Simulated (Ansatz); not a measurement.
The calculation used DFT PBE, scalar-relativistic, plane waves, PAW in Ansatz 0.2.0. All cells share a 420 eV cutoff and Γ-centred k meshes spaced at most about 0.3 Å⁻¹ (about 0.25 or finer for metals, 2π included). No spin polarisation.

All energies are static (0 K, no zero-point motion).

Compare these two cells of Be6S, each relaxed at this level.

A.

Space group C222 (No. 21). a = 3.346 Å, b = 12.713 Å, c = 3.347 Å, α = 90.00°, β = 90.00°, γ = 90.00°
```csv
atom,site,symmetry,x,y,z
Be,8l,1,0.2574,0.8625,0.7444
Be,4k,..2,0.7500,0.7500,0.7519
S,2c,222,0.5000,0.0000,0.5000
```

B.

Space group I4/mmm (No. 139). a = 3.275 Å, b = 3.275 Å, c = 12.739 Å, α = 90.00°, β = 90.00°, γ = 90.00°
```json
{"atom": "Be", "site": "8g", "symmetry": "2mm.", "x": "0.5000", "y": "0.0000", "z": "0.3647"}
{"atom": "Be", "site": "4e", "symmetry": "4mm", "x": "0.5000", "y": "0.5000", "z": "0.2442"}
{"atom": "S", "site": "2a", "symmetry": "4/mmm", "x": "0.0000", "y": "0.0000", "z": "0.0000"}
```

Problem. Which form is favoured at zero pressure, and by what margin per atom?

Solution. A is lower, by 66 meV/atom. A has space group C222 (No. 21), 10.2 Å³/atom and no gap on its mesh; B has space group I4/mmm (No. 139), 9.8 Å³/atom and no gap. Counting Be atoms around S (those within 1.25 times the shortest such distance or 1.15 times the sum of covalent radii; the shortest distance is added where it is long for a bond), A has S 4 and B has S 8 from 2.4 Å. The lower one is the more open, so pressure narrows the difference. Origin: A, invented, then shaken at random and relaxed again; B, invented.

Cells relaxed within their symmetry can be saddle points.

The 66 meV/atom preference for A probably comes mainly from how sulfur is bound. Four beryllium neighbours at short range suit the small, strongly polarising Be and allow directional, polar covalent Be–S bonds, much as in zinc-blende BeS. In B the sulfur lies between square beryllium nets with eight neighbours from 2.4 Å, so its bonding is spread over more and longer contacts. This packs the atoms more tightly, 9.8 against 10.2 Å³/atom, but evidently doesn't repay the loss of the shorter bonds.

The absence of a gap in both cells fits the composition. Sulfur can take up only a small part of the beryllium valence electrons, and the rest remain in delocalised Be–Be states within the metal-rich slabs. Metallic character therefore doesn't separate the two forms, whereas the sulfur environment does. Compression favours B, though a volume difference at zero pressure doesn't establish that a transition is actually reached. Nor does the ordering show that either form would resist separation into beryllium metal and BeS.
